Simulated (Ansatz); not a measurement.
## Mg under changes of volume

One of the cells (23.237 Å³/atom); the others are scaled copies at fixed shape and fractional positions:

```
Mg
1.0
     3.20930    0.00000    0.00000
    -1.60465    2.77934    0.00000
     0.00000    0.00000    5.21030
Mg
2
Direct
  0.66667 0.33333 0.75000
  0.33333 0.66667 0.25000
```

```yaml
Program: Ansatz 0.2.0
Functional: LDA
Potentials_or_basis: Ansatz PAW
Cutoff: "420 eV (not typed: the program's choice for these potentials)"
k_mesh: 10 × 10 × 5
Occupations: fermi-dirac, width 0.05 eV
Spin: no spin polarisation
```

```tsv
volume (Å³/atom)	energy over the lowest point (meV/atom)	pressure (GPa)
21.843	0.00	-0.3
22.308	2.17	-1.1
22.772	6.41	-1.8
23.237	12.50	-2.4
23.702	?	?
24.167	29.48	-3.4
24.631	40.04	-3.9
```

**Question.** What does the run at 23.702 Å³/atom give?

**Answer.** Energy over the lowest point 20.25 meV/atom; pressure -2.9 GPa.

Worked out: A Birch-Murnaghan fit of order 3 (a polynomial in V^(-2/3)) to the other rows has its minimum at 21.63 Å³/atom, just outside them, with B0 = V·E''(V) = 39 GPa and B' = 4.1 at fixed shape and positions, which overstates the stiffness. It gives 20.25 meV/atom at 23.702 Å³/atom, against the run's 20.25, and -dE/dV = -2.9 GPa, against -2.9.

Energies are extrapolated to zero smearing.

Caveats: the PAW data sets come from PBE, with cores solved anew for the run's functional, which leaves a small shift of forces and pressure.
